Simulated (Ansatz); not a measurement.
# Al$_{3}$Cu: energy along a strain

Al$_{3}$Cu, P4/mmm, a = 2.774 Å, c = 7.592 Å (as given, not relaxed at this level: 0.0 GPa, forces to 0.04 eV/Å). The structure is a Materials Project entry; whether it is the stable form wasn't checked. Ansatz: r2SCAN, PAW, 500 eV, Γ-centred 18×18×6 mesh on 4 atoms, Gaussian smearing 0.15 eV; no spin polarisation. Cell vectors (Å): 2.774 0.000 0.000; 0.000 2.774 0.000; 0.000 0.000 7.592. The cell is strained by x per cent times the pattern (1 -1 0 0 0 0) in the order xx yy zz yz xz xy (engineering shears), with fractional coordinates held. y is the free energy over the start, V0 = 14.603 Å³/atom. Symmetry makes y even in x.

| x (%) | y (meV/atom) |
| --- | --- |
| -6.00 | ? |
| -3.00 | 12.48 |
| 0.00 | 0.00 |
| 0.75 | 0.92 |
| 1.50 | 3.55 |
| 2.25 | 7.54 |
| 3.75 | 18.08 |
| 4.50 | 24.37 |
| 5.25 | 31.62 |

Question: Fit y = c2 x² + c4 x⁴ to the other rows, get the stiffness along the pattern, and predict the missing energy.

Answer: Least squares on the rows shown. y = 1.4687 x² − 0.012000 x⁴. The clamped-ion stiffness p·C·p = 2 × 14.69 eV × 160.2 / 14.603 Å³ = 322 GPa (second derivative at the start, which stands under stress). With a term in x⁶ added, the coefficient of x² becomes 1.630, 11 % more, which shows how far this figure hangs on the form. At x = -6.00 the fit asked for gives 37.32 meV/atom. The run gave 40.18 meV/atom, so the fit is 2.86 meV/atom too low, 7.1 % of the span of the series, against an rms of 0.30 meV/atom on the fitted rows. The row lies outside the fitted range. With a term in x⁶ added, a fit to the same known rows predicts 41.47 meV/atom, a smaller miss on the other side.